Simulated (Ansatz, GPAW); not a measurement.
This is a calculation of Cu (Copper) for GPAW 26.7.0 (ASE script). 

Contents of run.py:

```python
from ase.dft.bandgap import bandgap
from ase.io import read, write
from ase.units import GPa
from gpaw import GPAW, PW

atoms = read('POSCAR')

calc = GPAW(mode=PW(600),
            xc='LDA',
            kpts={'size': (13, 13, 13), 'gamma': True},
            occupations={'name': 'methfessel-paxton', 'order': 0, 'width': 0.02},
            nbands=14,
            convergence={'density': 1e-05, 'energy': 1e-05},
            maxiter=150,
            txt='gpaw.txt')
atoms.calc = calc
energy = atoms.get_potential_energy()
forces = atoms.get_forces()
stress = atoms.get_stress()
calc.write('gs.gpw')
write('result.traj', atoms)
print(f'Energy: {energy:.6f} eV')
print('Forces (eV/A):')
print(forces.round(4))
print('Stress (GPa):', (stress / GPa).round(3))
print('Fermi level:', round(calc.get_fermi_level(), 4), 'eV')
print(f'Gap: {bandgap(calc)[0]:.4f} eV, direct: {bandgap(calc, direct=True)[0]:.4f} eV')
```

The input POSCAR:

```
Cu
1.0
    0.0000000000      1.8075000000      1.8075000000
    1.8075000000      0.0000000000      1.8075000000
    1.8075000000      1.8075000000      0.0000000000
Cu
1
Direct
    0.0000000000      0.0000000000      0.0000000000
```

Potentials or basis: the program's PAW data sets (release 1.2.1) made for this functional, pw.

The run is started by

```bash
$ OMP_NUM_THREADS=1 python run.py
```

Q: Set up the same calculation for Ansatz 0.2.0. Potentials or basis there: all-electron LAPW, scalar-relativistic.

A: As run (cutoffs and basis follow the program's own potentials, and thresholds, step limits or extra output files can differ):

Contents of input.yaml:

```yaml
crystal:
  lattice:
    - [0.0, 1.8075, 1.8075]
    - [1.8075, 0.0, 1.8075]
    - [1.8075, 1.8075, 0.0]
  atoms:
    - { symbol: Cu, position: [0.0, 0.0, 0.0] }
kpoints:
  mp_grid: { grid: [13, 13, 13] }
scf:
  occupations: { method: gaussian, width: 0.02 }
hamiltonian:
  xc: lda
  pseudopotentials: { kind: all_electron, lapw: { basis_error: 0.001 } }
output:
  forces: true
  stress: true
  eigenvalues: true
```

Potentials or basis: all-electron LAPW, scalar-relativistic.

Launch:

```sh
$ ansatz run input.yaml --threads 1 --pin off --max-ram 3072MiB --backend cpu --events-out ev --progress --plain --runs-dir out
```

Both were run:

|  | GPAW | Ansatz |
| --- | --- | --- |
| Pressure | -11.5 GPa | -12.7 GPa |

Where Ansatz's input types no cutoff or centring, it takes its own default and a Γ-centred mesh.

The two programs' LDA may be different fits to the electron gas.

The two runs disagree by more than potentials and bases usually give (in gap, levels, pressure or energy); the cause wasn't traced.

The cell lies far from this level's equilibrium.

Pressure is positive in compression.
